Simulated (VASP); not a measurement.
A run of VASP 6.6.1 is set up as follows.

Contents of INCAR:

```
SYSTEM = Te
  ALGO = Normal
  EDIFF = 1E-7
  EDIFFG = -0.01
  ENCUT = 600
  IBRION = 2
  ISIF = 3
  ISMEAR = -1
  LASPH = .TRUE.
  LCHARG = .FALSE.
  LREAL = .FALSE.
  LWAVE = .FALSE.
  NELM = 80
  NSW = 40
  PREC = Accurate
  SIGMA = 0.05
```

KPOINTS

```
k-points
0
G
  9 9 9
  0 0 0
```

Contents of POSCAR:

```
Te
1.0
    2.3059043427      1.3313144930      1.6909537039
   -2.3059043427      1.3313144930      1.6909537039
    0.0000000000     -2.6626289860      1.6909537039
Te
1
Direct
    0.5000000000      0.5000000000      0.5000000000
```

Potentials or basis: VASP PAW LDA potentials, release 64 (Te).

Run with:

```sh
$ cat potpaw_LDA.64/Te/POTCAR > POTCAR
$ mpirun -np 1 vasp_std > vasp.out
```

**Question.** What does it give for the band gap on the k mesh?

**Answer.** None (metal or under the smearing width).

**Question.** Estimate the relaxed cell.

**Answer.** a = 3.137 Å, b = 3.137 Å, c = 3.137 Å, α = 92.01°, β = 92.01°, γ = 92.01°.

Step by step:
```csv
step,energy change (eV),largest force (eV/Å),pressure (GPa),volume (Å³)
1,0.0000,0.0000,-1.02,31.15
2,-0.0010,0.0000,0.74,30.26
3,-0.0018,0.0000,0.01,30.61
4,-0.0018,0.0000,0.03,30.60
5,-0.0018,0.0000,0.03,30.61
6,-0.0018,0.0000,0.03,30.62
7,-0.0019,0.0000,0.03,30.65
8,-0.0021,0.0000,0.02,30.69
9,-0.0025,0.0000,-0.03,30.78
10,-0.0020,0.0000,-0.18,30.93
11,-0.0026,0.0000,-0.04,30.82
12,-0.0026,0.0000,-0.08,30.84
13,-0.0026,0.0000,-0.06,30.83
14,-0.0026,0.0000,0.17,30.72
15,-0.0026,0.0000,-0.01,30.81
```

The run has no spin-orbit coupling, so splittings on Te are missing.
